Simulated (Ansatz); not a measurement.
A 3-atom cell of HfO2 started from a crystallographic database: a one-shot G0W0 calculation in Ansatz (G0W0@PBE with 52 empty bands, a screening cutoff of 80 eV and an 8×8×8 mesh). Cell and atoms come from a relaxation with r2SCAN.

Input (YAML):
```yaml
crystal:
  lattice:
    - [0.0, 2.529182318, 2.529182318]
    - [2.529182318, 0.0, 2.529182318]
    - [2.529182318, 2.529182318, 0.0]
  atoms:
    - { symbol: Hf, position: [0.0, 0.0, 0.0] }
    - { symbol: O, position: [0.25, 0.25, 0.25] }
    - { symbol: O, position: [0.75, 0.75, 0.75] }
kpoints:
  mp_grid: { grid: [8, 8, 8] }
hamiltonian:
  xc: pbe
scf:
  occupations: { method: fixed }
gw:
  n_empty_bands: 52
  ecut_chi: 80
  qp_bands: [v2, c2]
  qp_kpoints: band_edges
  screening: { model: contour_deformation }
```

Wall time 37 s on 1 × NVIDIA H100 80GB HBM3 with 2 threads of AMD EPYC 7R13 Processor (Zen 3), on a shared host, load about 1.9 per core; peak host memory 1.1 GiB.

The output, standing remarks left out:
```
Pseudopotential: Hf, paw, valence charge 26, recommended cutoff 420 eV (normal)
Pseudopotential: O, paw, valence charge 6, recommended cutoff 420 eV (normal)
Functional definition: PBE
Crystal: 3 atoms, lattice volume = 32.357 Å³
Basis set: ecut = 420 eV, 609 PW (Γ)
Bands: 23, of which v1, the nominal top of the filled ones, is band 19 counted from 1 (18 counted from 0)
Symmetry: 48 space group operations
Space group: Fm-3m (ITA 225)
k-points: 29 of 512
SCF 1 converged in 7 iterations: F = -16861.396562 eV  dr2 = 2.54e-8
Free energy (F): -16861.396562 eV
Fermi energy:    16.200074 eV
--- Per-component energies (eV) ---
  E_band       = 59.425801
  E_kinetic    = 772.954495
  E_local      = -5715.828737
  E_nonlocal   = -1147.130794
  E_hartree    = 2624.974058
  E_xc         = -448.171197
  E_vxc        = -455.391112
  E_paw        = -7242.921069
  E_vpaw       = 1354.880429
  E_ewald      = -5705.278325
--- Band table (eV; the first three rows and the last of 29) ---
  k-point 0: bands = […, 10.7616, 10.7616, 10.7616, 15.5797, 15.5797, 15.5797, 20.0976, 20.0976, 22.0372, 26.7186]
  k-point 1: bands = […, 10.9173, 10.9173, 11.2000, 15.1183, 15.2896, 15.2896, 20.3893, 20.3893, 22.6457, 26.0114]
  k-point 2: bands = […, 11.2973, 11.2973, 12.2033, 14.1992, 14.7639, 14.7639, 20.8258, 20.8258, 23.2725, 25.4905]
  k-point 28: bands = […, 10.8602, 11.0616, 13.5928, 13.5928, 14.7455, 15.9886, 21.0400, 21.3923, 23.3440, 23.3440]
--- G₀W₀: contour deformation, 6 samples at zero and on the imaginary axis and 2 off it, 512 q-points, 52 empty bands' worth ---
    ik  band        ε_KS         Σx   Σc(E_QP)       V_xc       Z   E_QP_lin       E_QP  E_QP is
     0    18     15.5797   -26.9232     4.8076   -21.7505  0.7773    15.2132    15.2145  root
     0    19     15.5797   -26.9232     4.8076   -21.7505  0.7773    15.2132    15.2145  root
     0    20     20.0976   -11.0471    -4.8175   -16.9323  0.8211    21.1758    21.1653  root
     0    21     20.0976   -11.0471    -4.8175   -16.9323  0.8211    21.1758    21.1653  root
     1    18     15.2896   -26.3239     4.6889   -21.2361  0.7774    14.8890    14.8907  root
     1    19     15.2896   -26.3239     4.6889   -21.2361  0.7774    14.8890    14.8907  root
     1    20     20.3893   -11.7061    -4.7221   -17.5408  0.8163    21.5138    21.5020  root
     1    21     20.3893   -11.7061    -4.7221   -17.5408  0.8163    21.5138    21.5020  root
     2    18     14.7639   -25.8382     4.6901   -20.6831  0.7750    14.2964    14.2988  root
     2    19     14.7639   -25.8382     4.6901   -20.6831  0.7750    14.2964    14.2988  root
     2    20     20.8258   -12.2650    -4.7460   -18.1890  0.8100    22.0181    22.0038  root
     2    21     20.8258   -12.2650    -4.7460   -18.1890  0.8100    22.0181    22.0038  root
     3    18     14.4304   -26.2627     4.9164   -20.8337  0.7708    13.9145    13.9177  root
     3    19     14.4304   -26.2627     4.9164   -20.8337  0.7708    13.9145    13.9177  root
     3    20     20.9069   -11.9191    -4.9056   -18.0059  0.8108    22.1028    22.0881  root
     3    21     20.9069   -11.9191    -4.9056   -18.0059  0.8108    22.1028    22.0881  root
     4    18     14.3527   -26.7316     5.0770   -21.1269  0.7686    13.8215    13.8250  root
     4    19     14.3527   -26.7316     5.0770   -21.1269  0.7686    13.8215    13.8250  root
     4    20     20.8336   -11.5528    -4.9966   -17.7156  0.8132    22.0141    21.9998  root
     4    21     20.8336   -11.5528    -4.9966   -17.7156  0.8132    22.0141    21.9998  root
     5    18     15.5967   -26.9855     4.8267   -21.8095  0.7770    15.2461    15.2473  root
     5    19     15.5967   -26.9855     4.8267   -21.8095  0.7770    15.2461    15.2473  root
     5    20     20.2981   -11.0939    -4.9070   -17.0905  0.8190    21.3991    21.3877  root
     5    21     20.5287   -11.9776    -4.6668   -17.7729  0.8144    21.6693    21.6571  root
     8    18     14.3845   -26.6095     5.0434   -21.0571  0.7689    13.8723    13.8756  root
     8    19     14.5918   -26.3407     4.9441   -20.9372  0.7708    14.1299    14.1324  root
     8    20     20.8545   -11.8823    -4.7581   -17.7917  0.8119    22.0193    22.0058  root
     8    21     20.9757   -11.6004    -5.0601   -17.8397  0.8112    22.1699    22.1548  root
    11    18     14.5983   -25.3581     4.5863   -20.2832  0.7754    14.1070    14.1097  root
    11    19     15.6120   -27.0255     4.8410   -21.8465  0.7768    15.2729    15.2740  root
    11    20     20.4896   -11.4363    -4.8732   -17.4290  0.8161    21.6214    21.6091  root
    11    21     20.8609   -12.6411    -4.6181   -18.4478  0.8084    22.0639    22.0495  root
    12    18     15.4876   -26.9510     4.8616   -21.7523  0.7759    15.1494    15.1506  root
    12    19     15.4876   -26.9510     4.8616   -21.7523  0.7759    15.1494    15.1506  root
    12    20     20.7198   -12.0842    -4.6204   -17.8524  0.8116    21.8806    21.8676  root
    12    21     20.8296   -11.2479    -5.1463   -17.5415  0.8127    21.9910    21.9768  root
  […]
```

The rows of the band table are 0: (0, 0, 0) = Γ, 1: (0, 0, 1/8), 2: (0, 0, 1/4), 28: (1/4, -1/2, -1/4).

The points are ik 0 = (0, 0, 0) (Γ), ik 1 = (0, 0, 1/8), ik 2 = (0, 0, 1/4), ik 3 = (0, 0, 3/8), ik 4 = (0, 0, -1/2), ik 5 = (0, 1/8, 1/8), ik 8 = (0, 1/8, -1/2), ik 11 = (0, 1/8, -1/8), ik 12 = (0, 1/4, 1/4), ik 13 = (0, 1/4, 3/8), ik 16 = (0, 1/4, -1/4), ik 17 = (0, 3/8, 3/8); band 19 is the last filled one.

G0W0 moves the gap on the mesh from 3.80 eV (PBE) to 5.06 eV (direct at k = (0, -1/2, -1/2)). Renormalisation factors Z lie between 0.77 and 0.82. No extrapolation in bands, cutoff or mesh was made for G0W0.

The values are computed, spin-unpolarised, and not measurements.

No spin-orbit coupling is included; it can move band edges with weight on the heavy atoms by tenths of an eV.
